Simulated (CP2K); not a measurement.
Runs of CP2K 2026.2 on ZnSe (Stilleite). Symmetry: F-43m, No. 216, cubic system. Conventional cell: a = 5.668 Å, b = 5.668 Å, c = 5.668 Å, α = 90.00°, β = 90.00°, γ = 90.00°. Se (site symmetry -43m) is surrounded by 4 Zn at 2.45 Å. Zn (site symmetry -43m) is surrounded by 4 Se at 2.45 Å. 

| level | potentials or basis | smearing | EPS_DEFAULT | NGRIDS | points a segment of the path (NPOINTS) | bands added on the path | CUTOFF of the grids | gap on the mesh (eV) | pressure (GPa) |
| --- | --- | --- | --- | --- | --- | --- | --- | --- | --- |
| LDA | GTH_POTENTIALS Se GTH-PADE-q6, Zn GTH-PADE-q12; TZVP-MOLOPT-PBE-GTH basis | fermi-dirac 0.0259 eV | 1.0E-9 | 4 | 10 | 2 | 450 Ry | 0.99 | -3.2 |
| PBEsol | POTENTIAL_UZH Se GTH-PBE-q6, Zn GTH-PBE-q12; TZVP-MOLOPT-PBE-GTH basis | fermi-dirac 0.05 eV | 1.0E-10 | 5 | 10 | 2 | 450 Ry | 1.08 | 0.0 |
| TB-mBJ | POTENTIAL_UZH Se GTH-PBE-q6, Zn GTH-PBE-q12; TZVP-MOLOPT-PBE-GTH basis | fermi-dirac 0.01 eV | 1.0E-9 | 5 | 8 | 6 | 675 Ry | (b) | - |
| r2SCAN | POTENTIAL_UZH Se GTH-SCAN-q6, Zn GTH-SCAN-q12; TZVP-MOLOPT-SCAN-GTH basis | fermi-dirac 0.0259 eV | 1.0E-9 | 4 | 6 | 6 | 675 Ry | 1.68 | (a) |

Alike in all rows: task band structure; no spin polarisation; cell as given; k mesh 8 × 8 × 8.

Question: Fill in the values left out.

Answer: (a) -0.3; (b) 1.00.

Caveats: the basis of atomic orbitals isn't converged, which shifts pressures, moduli and gaps; the potentials were made for another functional, which shifts forces and pressure (some runs); this is a model potential without an energy functional, so only levels have meaning (some runs).

A k mesh can miss the band edges, and the runs leave out spin-orbit coupling on Se.

Runs at the PBE level aren't shown here.
